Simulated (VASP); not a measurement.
Set up this calculation in VASP 6.6.1, as the native input.

- Task: band structure
- Functional: PBE
- Potentials or basis: VASP PAW PBE potentials, release 64 (Se_GW, Li_GW)
- Cutoff: 550 eV
- k mesh: 8 × 8 × 8
- Occupations: fermi-dirac, width 0.05 eV
- Spin: no spin polarisation
- Further INCAR settings: ALGO = Fast; EDIFF = 1e-06; NBANDS = 11

Crystal: Li2Se.

```
Se Li
1.0
     0.00000    3.00250    3.00250
     3.00250    0.00000    3.00250
     3.00250    3.00250    0.00000
Se Li
1 2
Direct
  0.00000 0.00000 0.00000
  0.75000 0.75000 0.75000
  0.25000 0.25000 0.25000
```

These files were run (other wordings do the same):

POSCAR

```
Li2Se
1.0
    0.0000000000      3.0025000000      3.0025000000
    3.0025000000      0.0000000000      3.0025000000
    3.0025000000      3.0025000000      0.0000000000
Se Li
1 2
Direct
    0.0000000000      0.0000000000      0.0000000000
    0.7500000000      0.7500000000      0.7500000000
    0.2500000000      0.2500000000      0.2500000000
```

INCAR.step1

```
SYSTEM = Li2Se
PREC = Accurate
ENCUT = 550
EDIFF = 1E-6
ISMEAR = -1
SIGMA = 0.05
LREAL = .False.
LASPH = .True.
NELM = 60
ALGO = Fast
ISIF = 2
LWAVE = .False.
LCHARG = .True.
GGA = PE
NBANDS = 11
```

KPOINTS.step1

```
Automatic mesh
0
Gamma
  8 8 8
  0 0 0
```

INCAR.step2

```
SYSTEM = Li2Se
PREC = Accurate
ENCUT = 550
EDIFF = 1E-6
ISMEAR = 0
SIGMA = 0.05
LREAL = .False.
LASPH = .True.
NELM = 60
ALGO = Fast
ISIF = 2
LWAVE = .False.
LCHARG = .False.
GGA = PE
NBANDS = 11
ICHARG = 11
```

KPOINTS.step2

```
path GXWKGLUWLK,UX
15
line-mode
reciprocal
 0.0000000000  0.0000000000  0.0000000000  G
 0.5000000000  0.0000000000  0.5000000000  X

 0.5000000000  0.0000000000  0.5000000000  X
 0.5000000000  0.2500000000  0.7500000000  W

 0.5000000000  0.2500000000  0.7500000000  W
 0.3750000000  0.3750000000  0.7500000000  K

 0.3750000000  0.3750000000  0.7500000000  K
 0.0000000000  0.0000000000  0.0000000000  G

 0.0000000000  0.0000000000  0.0000000000  G
 0.5000000000  0.5000000000  0.5000000000  L

 0.5000000000  0.5000000000  0.5000000000  L
 0.6250000000  0.2500000000  0.6250000000  U

 0.6250000000  0.2500000000  0.6250000000  U
 0.5000000000  0.2500000000  0.7500000000  W

 0.5000000000  0.2500000000  0.7500000000  W
 0.5000000000  0.5000000000  0.5000000000  L

 0.5000000000  0.5000000000  0.5000000000  L
 0.3750000000  0.3750000000  0.7500000000  K

 0.6250000000  0.2500000000  0.6250000000  U
 0.5000000000  0.0000000000  0.5000000000  X
```

Potentials or basis: VASP PAW PBE potentials, release 64 (Se_GW, Li_GW).

Run with:

```bash
$ cat potpaw_PBE.64/Se_GW/POTCAR potpaw_PBE.64/Li_GW/POTCAR > POTCAR
$ cp INCAR.step1 INCAR
$ cp KPOINTS.step1 KPOINTS
$ mpirun -np 1 vasp_std > vasp.out
$ cp INCAR.step2 INCAR
$ cp KPOINTS.step2 KPOINTS
$ mpirun -np 1 vasp_std > vasp.out
```

It gave:

* Band gap on the k mesh: 2.97 eV, indirect (least direct gap 3.37 eV)
* Band gap along the path: 2.97 eV, indirect (least direct gap 3.37 eV)

Caveat: the log is that of the step along the path at fixed density, whose energy, stress, charges and moments have no meaning.

Run time: 85 s on 1 thread of Intel(R) Xeon(R) Platinum 8175M CPU @ 2.50GHz (Skylake/Cascade Lake), on a shared host, peak memory 0.25 GiB.
